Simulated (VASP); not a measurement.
# InP (F-43m) in VASP: a series of runs

One crystal, InP, is run at these levels: PBE; tasks: single point, relaxation of cell and atoms.

All numbers are computed with VASP 6.6.1; they aren't measurements. Logs are shortened: lines on timing, memory, paths and dates and some standing lists are left out, and cuts for length are marked.

**The experiment to reproduce.**

From a printed reference work, data compilation, for a bulk crystal of InP at 1.6 K: band gap 1.4236 eV (direct).

The results are compared with them further down.

## Step 1: Starting point

Symmetry: F-43m, No. 216, cubic system. Conventional cell: a = 5.960 Å, b = 5.960 Å, c = 5.960 Å, α = 90.00°, β = 90.00°, γ = 90.00°. In (site symmetry -43m) is surrounded by 4 P at 2.58 Å. Around P (site symmetry -43m) lie 4 In at 2.58 Å.

## Step 2: Single point, PBE

INCAR

```
PREC = Accurate ; ENCUT = 520
EDIFF = 1E-6 ; ISMEAR = 0
SIGMA = 0.02 ; LREAL = False
LASPH = True ; NELM = 100
ALGO = Normal ; ISIF = 2
LWAVE = False ; LCHARG = False
GGA = PE ; NBANDS = 16
```

KPOINTS

```
regular mesh
0
Gamma
  8 8 8
```

POSCAR

```
InP
1.0
    0.0000000000      2.9800342177      2.9800342177
    2.9800342177      0.0000000000      2.9800342177
    2.9800342177      2.9800342177      0.0000000000
In P
1 1
Direct
    0.0000000000      0.0000000000      0.0000000000
    0.2500000000      0.2500000000      0.2500000000
```

Potentials or basis: VASP PAW PBE potentials, release 64 (In_d, P).

The run is started by

```bash
$ cat potpaw_PBE.64/In_d/POTCAR potpaw_PBE.64/P/POTCAR > POTCAR
$ mpirun -np 1 vasp_std > vasp.out
```

OUTCAR:

```text
PREC = Accurate
   ENCUT = 520
   EDIFF = 1E-6
   ISMEAR = 0
   LREAL = False
   LASPH = True
   NELM = 100
   ISIF = 2
   GGA = PE

 ion  position               nearest neighbor table
   1  0.000  0.000  0.000-   2 2.58   2 2.58   2 2.58   2 2.58
   2  0.250  0.250  0.250-   1 2.58   1 2.58   1 2.58   1 2.58

  LATTYP: Found a face centered cubic cell.
 ALAT       =     5.9600684354

  Lattice vectors:

 A1 = (   0.0000000000,   2.9800342177,   2.9800342177)
 A2 = (   2.9800342177,   0.0000000000,   2.9800342177)
 A3 = (   2.9800342177,   2.9800342177,   0.0000000000)

Analysis of symmetry for initial positions (statically):
=====================================================================
 Subroutine PRICEL returns:
 Original cell was already a primitive cell.

 Routine SETGRP: Setting up the symmetry group for a
 face centered cubic supercell.

 Subroutine GETGRP returns: Found 24 space group operations
 (whereof 24 operations were pure point group operations)
 out of a pool of 48 trial point group operations.

The static configuration has the point symmetry T_d .

Analysis of symmetry for dynamics (positions and initial velocities):
=====================================================================
 Subroutine PRICEL returns:
 Original cell was already a primitive cell.

 Routine SETGRP: Setting up the symmetry group for a
 face centered cubic supercell.

 Subroutine GETGRP returns: Found 24 space group operations
 (whereof 24 operations were pure point group operations)
 out of a pool of 48 trial point group operations.

The dynamic configuration has the point symmetry T_d .

 Subroutine INISYM returns: Found 24 space group operations
 (whereof 24 operations are pure point group operations),
 and found     1 'primitive' translations

----------------------------------------------------------------------------------------

                                     Primitive cell

  volume of cell :      52.9290

  direct lattice vectors                    reciprocal lattice vectors
     0.000000000  2.980034218  2.980034218    -0.167783308  0.167783308  0.167783308
     2.980034218  0.000000000  2.980034218     0.167783308 -0.167783308  0.167783308
     2.980034218  2.980034218  0.000000000     0.167783308  0.167783308 -0.167783308

  length of vectors
     4.214404807  4.214404807  4.214404807     0.290609215  0.290609215  0.290609215

  position of ions in fractional coordinates (direct lattice)
     0.000000000  0.000000000  0.000000000
     0.250000000  0.250000000  0.250000000

[... 72 lines left out ...]
   LSORBIT =      F    spin-orbit coupling
   LASPH  =      T    aspherical Exc in radial PAW
   ENCUT  =  520.0 eV  38.22 Ry    6.18 a.u.   7.84  7.84  7.84*2*pi/ulx,y,z
   NELM   =    100;   NELMIN=  2; NELMDL= -5     # of ELM steps
   EDIFF  = 0.1E-05   stopping-criterion for ELM
   LREAL  =      F    real-space projection
   EDIFFG = 0.1E-04   stopping-criterion for IOM
   NSW    =      0    number of steps for IOM
   IBRION =     -1    ionic relax: 0-MD 1-quasi-New 2-CG
   NFREE  =      0    steps in history (QN), initial steepest desc. (CG)
   ISIF   =      2    stress and relaxation
   ISYM   =      2    0-nonsym 1-usesym 2-fastsym
   POTIM  = 0.5000    time-step for ionic-motion
   TEBEG  =    0.0;   TEEND  =   0.0 temperature during run
   PSTRESS=    0.0 pullay stress
   NELECT =      18.0000    total number of electrons
   NUPDOWN=      -1.0000    fix difference up-down
   EMIN   =  10.00;   EMAX   =-10.00  energy-range for DOS
   EFERMI =   0.00;   METHOD = LEGACY
   ISMEAR =     0;   SIGMA  =   0.02  broadening in eV -4-tet -1-fermi 0-gaus
   EFERMI_NEDOS =   21; number of points for ismear=-14 and -15
   IALGO  =     38    algorithm
   IMIX   =      4    mixing-type and parameters
     AMIX     =   0.40;   BMIX     =  1.00
     AMIX_MAG =   1.60;   BMIX_MAG =  1.00
  volume/ion in A,a.u.               =      26.46       178.59
  Fermi-wavevector in a.u.,A,eV,Ry     =   1.142706  2.159401 17.766167  1.305776
  Thomas-Fermi vector in A             =   2.279403
   LORBIT       =      0    0 simple, 1 ext, 2 COOP (PROOUT), +10 PAW based schemes
   GGA     = PE    functional components
   LHFCALC =     F    Hartree Fock is set to
   AEXX    =    0.0000 exact exchange contribution
   IVDW    =     0    specifies the selected vdW correction
   LEPSILON=     F    determine dielectric tensor
   LRPA    =     F    only Hartree local field effects (RPA)
 non-spin polarized calculation
 Gauss-broadening in eV      SIGMA  =   0.02
  energy-cutoff  :      520.00
  volume of cell :       52.93
 maximum number of plane-waves:      1458
   NGX = 15   NGY = 15   NGZ = 15

 number of electron      18.0000005 magnetization

 Free energy of the ion-electron system (eV)
  ---------------------------------------------------
  ext. energy  EPLUGINS =         0.00000000
  ---------------------------------------------------
  free energy    TOTEN  =        -8.40619420 eV

  energy without entropy =       -8.40619420  energy(sigma->0) =       -8.40619420

 E-fermi :   4.7556     XC(G=0):  -9.0618

 val. band max:        4.6542610905   @ k =   0.0000   0.0000   0.0000
 cond. band min:       5.0914442475   @ k =   0.0000   0.0000   0.0000
 fundamental gap:      0.4371831571
 Fermi energy:         4.7555642725

 k-point     1 :       0.0000    0.0000    0.0000
  band No.  band energies     occupation
      1      -9.4413      2.00000
      2      -9.4413      2.00000
      3      -9.4413      2.00000
      4      -9.3130      2.00000
      5      -9.3130      2.00000
      6      -6.5306      2.00000
[... 433 lines left out ...]
      3      -9.3837      2.00000
      4      -9.3170      2.00000
      5      -9.3019      2.00000
      6      -4.6773      2.00000
[... 8 lines left out ...]
     15      15.2221      0.00000
     16      15.7934      0.00000

 [... further k-points ...]
[... 5 lines left out ...]
  --------------------------------------------------------------------------------------
  -------------------------------------------------------------------------------------
  Total       -0.0260389     -0.0260389     -0.0260389      0.0000000      0.0000000     -0.0000000
  in kB       -0.7882064     -0.7882064     -0.7882064      0.0000000      0.0000000     -0.0000000
  external PRESSURE =      -0.7882064 kB  Pullay stress =       0.0000000 kB

 VOLUME and BASIS-vectors are now :
 -----------------------------------------------------------------------------
  energy-cutoff  :      520.00
  volume of cell :       52.93
      direct lattice vectors                 reciprocal lattice vectors
     0.000000000  2.980034218  2.980034218    -0.167783308  0.167783308  0.167783308
     2.980034218  0.000000000  2.980034218     0.167783308 -0.167783308  0.167783308
     2.980034218  2.980034218  0.000000000     0.167783308  0.167783308 -0.167783308

 POSITION                                       TOTAL-FORCE (eV/Angst)
 -----------------------------------------------------------------------------------
      0.00000      0.00000      0.00000        -0.000000     -0.000000     -0.000000
      1.49002      1.49002      1.49002         0.000000      0.000000      0.000000
 -----------------------------------------------------------------------------------
    total drift:                               -0.000000     -0.000000     -0.000000

  FREE ENERGIE OF THE ION-ELECTRON SYSTEM (eV)
  ---------------------------------------------------
  free  energy   TOTEN  =        -8.4061941995 eV

  energy  without entropy=       -8.4061941995  energy(sigma->0) =       -8.40619420
```

Wall time 7.6 s (1 thread of Intel Xeon 6975P-C (Granite Rapids), shared host); peak memory 0.18 GiB.

Results:

```yaml
Free_energy: -8.4062 eV
Pressure: -0.1 GPa
Band_gap_on_the_k_mesh: 0.44 eV, direct
```

Levels at points of the mesh, in eV from the valence-band top:
```tsv
k point	band 6	band 7	band 8	band 9	band 10	band 11	band 12	band 13
(0.00, 0.00, 0.00)	-11.18	0.00	0.00	0.00	0.44	4.09	4.09	4.09
(0.50, 0.00, 0.00)	-9.62	-5.47	-0.90	-0.90	1.38	4.80	4.80	6.99
(0.50, 0.50, 0.00)	-9.02	-5.54	-2.16	-2.16	1.85	2.26	8.91	9.26
```

Caveat: spin-orbit coupling is left out, which moves the levels of the heavy elements.

## Step 3: Relaxation of cell and atoms, PBE

This run uses another cell than the first one, of 25.17 Å³/atom, 0.951 times its volume.

INCAR

```
  PREC = Accurate
  ENCUT = 600
  EDIFF = 1E-6
  ISMEAR = 0
  SIGMA = 0.02
  LREAL = False
  LASPH = True
  NELM = 100
  ALGO = Normal
  ISIF = 3
  LWAVE = False
  LCHARG = False
  GGA = PE
  IBRION = 2
  NSW = 100
  EDIFFG = -0.005
```

KPOINTS is that of step 2.

POSCAR

```
InP
1.0
    0.0000000000      2.9305000000      2.9305000000
    2.9305000000      0.0000000000      2.9305000000
    2.9305000000      2.9305000000      0.0000000000
In P
1 1
Direct
    0.0000000000      0.0000000000      0.0000000000
    0.2500000000      0.2500000000      0.2500000000
```

Potentials or basis: VASP PAW PBE potentials, release 64 (In_d, P).

The run is started by

```bash
$ cat potpaw_PBE.64/In_d/POTCAR potpaw_PBE.64/P/POTCAR > POTCAR
$ mpirun -np 1 vasp_std > vasp.out
```

Run time: 24 s. Hardware: 1 thread of Intel Xeon 6975P-C (Granite Rapids), shared host; peak memory 0.22 GiB.

Results (log left out):

```yaml
Free_energy: -8.4060 eV
Relaxed_volume: 26.44 Å³/atom
Relaxed_cell: a = 4.213 Å, b = 4.213 Å, c = 4.213 Å, α = 60.00°, β = 60.00°, γ = 60.00°
Space_group_after_relaxing_to_0.05_Å: F-43m (No. 216)
Energy_gained_by_relaxing: 12.5 meV/atom
Ionic_steps: 3
Pressure_after_relaxing: 0.0 GPa
Band_gap_on_the_k_mesh: 0.44 eV, direct
```

Step by step:
```tsv
step	energy change (eV)	largest force (eV/Å)	pressure (GPa)	volume (Å³)
1	0.0000	0.0000	3.30	50.33
2	-0.0192	0.0000	-1.39	54.20
3	-0.0251	0.0000	0.01	52.88
```

Final structure:
```xyz
2
Lattice="0.0000 2.9792 2.9792 2.9792 0.0000 2.9792 2.9792 2.9792 0.0000" Properties=species:S:1:pos:R:3 pbc="T T T"
In    0.0000    0.0000    0.0000
P     1.4896    1.4896    1.4896
```

Levels at points of the mesh, in eV from the valence-band top:
```
           k point  band 6  band 7  band 8  band 9  band 10  band 11  band 12  band 13
(0.00, 0.00, 0.00)  -11.19    0.00    0.00    0.00     0.44     4.09     4.09     4.09
(0.50, 0.00, 0.00)   -9.62   -5.48   -0.90   -0.90     1.38     4.80     4.80     6.99
(0.50, 0.50, 0.00)   -9.03   -5.54   -2.16   -2.16     1.84     2.26     8.91     9.26
```

Caveat: spin-orbit coupling is left out, which moves the levels of the heavy elements. Zero-point motion and thermal expansion aren't in these numbers.

## Step 4: Comparison with measurements

Step 2. Against the measured gap of InP, 1.4236 eV (direct; 1.6 K; a printed reference work, data compilation), the calculated 0.44 eV is off by -0.99 eV. Spin-orbit coupling on In is left out. The value is that of PBE, without temperature or zero-point motion. Semilocal functionals fall short of measured gaps as a rule.
